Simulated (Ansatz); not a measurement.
## HfSi2: Hf vacancy

All numbers below come from DFT PBEsol, scalar-relativistic, plane waves, PAW in Ansatz. Settings: 420 eV cutoff, 4×3×4 k-mesh, Gaussian smearing of 0.10 eV, no spin polarisation.

Host crystal, relaxed:

```yaml
crystal:
  lattice:
    - [1.82500, -7.17250, 0.00000]
    - [1.82500, 7.17250, 0.00000]
    - [0.00000, 0.00000, 3.63610]
  atoms:
    - { symbol: Hf, position: [0.89530, 0.10470, 0.75000] }
    - { symbol: Hf, position: [0.10470, 0.89530, 0.25000] }
    - { symbol: Si, position: [0.55518, 0.44482, 0.75000] }
    - { symbol: Si, position: [0.44482, 0.55518, 0.25000] }
    - { symbol: Si, position: [0.25022, 0.74978, 0.75000] }
    - { symbol: Si, position: [0.74978, 0.25022, 0.25000] }
```

Supercell of 30 atoms, rows in host cell vectors: 1 1 -2; 2 2 1; 1 0 -1. Atoms relax at the host's cell, keeping the symmetry that the supercell leaves at the site. The cell is small, so energies carry finite-size errors of tenths of an eV. The host is a metal.

Spin–orbit coupling is left out, which can shift energies with elements as heavy as these.

Defect: Hf vacancy, charge 0.

Command:

```bash
ansatz run input.yaml --threads 4 --pin off --max-ram 10240MiB --backend cpu --events-out ev --progress --plain --runs-dir out
```

The input:

```yaml
crystal:
  lattice:
    - [3.6500013609, 0.0, -7.2722040877]
    - [7.3000027217, 0.0, 3.6361020438]
    - [1.8250006804, -7.1724995419, -3.6361020438]
  atoms:
    - { symbol: Hf, position: [0.0046964275, 0.55, 0.7906071451] }
    - { symbol: Hf, position: [0.6046964275, 0.75, 0.7906071451] }
    - { symbol: Hf, position: [0.2046964275, 0.95, 0.7906071451] }
    - { symbol: Hf, position: [0.8046964275, 0.15, 0.7906071451] }
    - { symbol: Hf, position: [0.3953035725, 0.25, 0.2093928549] }
    - { symbol: Hf, position: [0.9953035725, 0.45, 0.2093928549] }
    - { symbol: Hf, position: [0.5953035725, 0.65, 0.2093928549] }
    - { symbol: Hf, position: [0.1953035725, 0.85, 0.2093928549] }
    - { symbol: Hf, position: [0.7953035725, 0.05, 0.2093928549] }
    - { symbol: Si, position: [0.7448176376, 0.35, 0.1103647248] }
    - { symbol: Si, position: [0.3448176376, 0.55, 0.1103647248] }
    - { symbol: Si, position: [0.9448176376, 0.75, 0.1103647248] }
    - { symbol: Si, position: [0.5448176376, 0.95, 0.1103647248] }
    - { symbol: Si, position: [0.1448176376, 0.15, 0.1103647248] }
    - { symbol: Si, position: [0.0551823624, 0.25, 0.8896352752] }
    - { symbol: Si, position: [0.6551823624, 0.45, 0.8896352752] }
    - { symbol: Si, position: [0.2551823624, 0.65, 0.8896352752] }
    - { symbol: Si, position: [0.8551823624, 0.85, 0.8896352752] }
    - { symbol: Si, position: [0.4551823624, 0.05, 0.8896352752] }
    - { symbol: Si, position: [0.0497805134, 0.35, 0.5004389731] }
    - { symbol: Si, position: [0.6497805134, 0.55, 0.5004389731] }
    - { symbol: Si, position: [0.2497805134, 0.75, 0.5004389731] }
    - { symbol: Si, position: [0.8497805134, 0.95, 0.5004389731] }
    - { symbol: Si, position: [0.4497805134, 0.15, 0.5004389731] }
    - { symbol: Si, position: [0.7502194866, 0.25, 0.4995610269] }
    - { symbol: Si, position: [0.3502194866, 0.45, 0.4995610269] }
    - { symbol: Si, position: [0.9502194866, 0.65, 0.4995610269] }
    - { symbol: Si, position: [0.5502194866, 0.85, 0.4995610269] }
    - { symbol: Si, position: [0.1502194866, 0.05, 0.4995610269] }
basis:
  ecutwfc: 420
  xc_grid: 2
kpoints:
  mp_grid: { grid: [4, 3, 4], shift: [0.0, 0.0, 0.0] }
hamiltonian:
  xc: pbesol
scf:
  occupations: { method: gaussian, width: 0.1 }
output:
  forces: true
  stress: false
  eigenvalues: true
relax:
  adjacent_minimum: "off"
  f_tol: 0.025
  max_steps: 45
```

From the output:

```
Warning: RAYON_NUM_THREADS=4 ignored (pool sized by the plan → 4); use --threads N
Crystal: 29 atoms, lattice volume = 475.959 Å³
Basis set: ecut = 420 eV, 9347 PW (Γ), exchange–correlation on 120×120×120 points (8 copies of the dense FFT grid, shifted against one another)
Bands: 189, of which v1, the nominal top of the filled ones, is band 157 counted from 1 (156 counted from 0)
Symmetry: 2 space group operations
Space group: C2 (ITA 5), of the structure as read, at distance tolerance 7.8e-5 Å
k-points: 17 of 48 (time reversal used)
relax step   1: F+E_penalty+E_count = -152828.27935173 eV  Δ(F+E_penalty+E_count) = +0.000e0 eV  max|allowed force component| = 7.943e-1 eV/Å  Δτ_max = 0.0000 Å
relax step   2: F+E_penalty+E_count = -152828.70406942 eV  Δ(F+E_penalty+E_count) = -4.247e-1 eV  max|allowed force component| = 3.945e-1 eV/Å  Δτ_max = 0.1950 Å
relax step   3: F+E_penalty+E_count = -152828.78674848 eV  Δ(F+E_penalty+E_count) = -8.268e-2 eV  max|allowed force component| = 1.479e-1 eV/Å  Δτ_max = 0.0334 Å
relax step   4: F+E_penalty+E_count = -152828.79438767 eV  Δ(F+E_penalty+E_count) = -7.639e-3 eV  max|allowed force component| = 3.511e-2 eV/Å  Δτ_max = 0.0377 Å
relax step   5: F+E_penalty+E_count = -152828.79493370 eV  Δ(F+E_penalty+E_count) = -5.460e-4 eV  max|allowed force component| = 5.781e-3 eV/Å  Δτ_max = 0.0083 Å
SCF converged after 6 iterations
Free energy (F): -152828.794934 eV
E sigma→0 (E₀):  -152828.771119 eV
Fermi energy:    14.468568 eV
```

The relaxation gained 0.52 eV in 5 steps. Time: 2.5 min on 4 threads of Oxide Virtual Turin-like Processor (Zen 5), on a shared host, peak memory 2.6 GiB.